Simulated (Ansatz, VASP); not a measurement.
**SrVO3 in VASP and in Ansatz**

Contents of INCAR:

```
SYSTEM = SrVO3
PREC = Accurate ; ENCUT = 520
EDIFF = 1E-6 ; ISMEAR = 0
SIGMA = 0.05 ; LREAL = .FALSE.
LASPH = .TRUE. ; NELM = 150
ALGO = Normal ; ISIF = 2
LWAVE = .FALSE. ; LCHARG = .TRUE.
ISPIN = 2 ; MAGMOM = 0 1 0 0 0
LORBIT = 11 ; LMAXMIX = 4
LDAU = .TRUE. ; LDAUTYPE = 2
LDAUL = -1 2 -1 ; LDAUU = 0 8 0
LDAUJ = 0 0 0 ; LDAUPRINT = 1
GGA = PS ; LELF = .TRUE.
LVHAR = .TRUE. ; NBANDS = 32
```

File KPOINTS:

```
regular mesh
0
G
  5 5 5
  0 0 0
```

The input POSCAR:

```
SrVO3
1.0
    3.8408994000      0.0000000000      0.0000000000
    0.0000000000      3.8408994000      0.0000000000
    0.0000000000      0.0000000000      3.8408994000
Sr V O
1 1 3
Direct
    0.5000000000      0.5000000000      0.5000000000
    0.0000000000      0.0000000000      0.0000000000
    0.5000000000      0.0000000000      0.0000000000
    0.0000000000      0.5000000000      0.0000000000
    0.0000000000      0.0000000000      0.5000000000
```

Input for Ansatz:

```yaml
crystal:
  lattice:
    - [3.8408994, 0.0, 0.0]
    - [0.0, 3.8408994, 0.0]
    - [0.0, 0.0, 3.8408994]
  atoms:
    - { symbol: Sr, position: [0.5, 0.5, 0.5] }
    - { symbol: V, position: [0.0, 0.0, 0.0], spin: 1.0 }
    - { symbol: O, position: [0.5, 0.0, 0.0] }
    - { symbol: O, position: [0.0, 0.5, 0.0] }
    - { symbol: O, position: [0.0, 0.0, 0.5] }
basis:
  ecutwfc: 420
  ecutrho_ratio: 4
kpoints:
  mp_grid: { grid: [5, 5, 5] }
hamiltonian:
  xc: pbesol
  hubbard: { sites: [{ site: 1, l: d, u_eff: 8.0 }] }
scf:
  occupations: { method: gaussian, width: 0.05 }
  lower_state_search: "off"
  max_iter: 150
output:
  forces: true
  stress: true
  eigenvalues: true
  populations: true
  hubbard: { sites: [{ site: 1, l: d }] }
magnetization:
  spin_polarized: true
```

Alike in both runs: task single point; functional PBEsol; k mesh 5 × 5 × 5; occupations gaussian, width 0.05 eV; collinear spin; Hubbard terms V d U = 8.0 eV.

|  | VASP | Ansatz |
| --- | --- | --- |
| version | VASP 6.6.1 | Ansatz 0.2.0 |
| potentials or method | VASP PAW PBE potentials, release 64 (Sr_sv, V_sv, O) | scalar-relativistic, plane waves, PAW |
| plane-wave cutoff (eV) | 520 | 420 |
| valence electrons in the cell | 41 | 41 |

```csv
,VASP,Ansatz,Ansatz less VASP
gap on the k mesh at the Fermi level (eV),none,none,-
pressure (GPa),6.8,3.9,-2.86
net moment per atom (μB),0.20,0.20,0.000
size of the moment on the site where the two differ most (μB),1.33,1.21,-0.117
```

Site moments also hang on the region over which each program counts them. The programs project onto different local orbitals, so the same U acts differently. A gap of «none» marks a metal or a gap that the smearing closes. Ansatz warned: «filled_band_counts_differ_across_k_points».

Caveats: the PAW data sets were made with another functional, which shifts forces and pressure a little (VASP). The state reached can hang on the start; a lower one may exist.
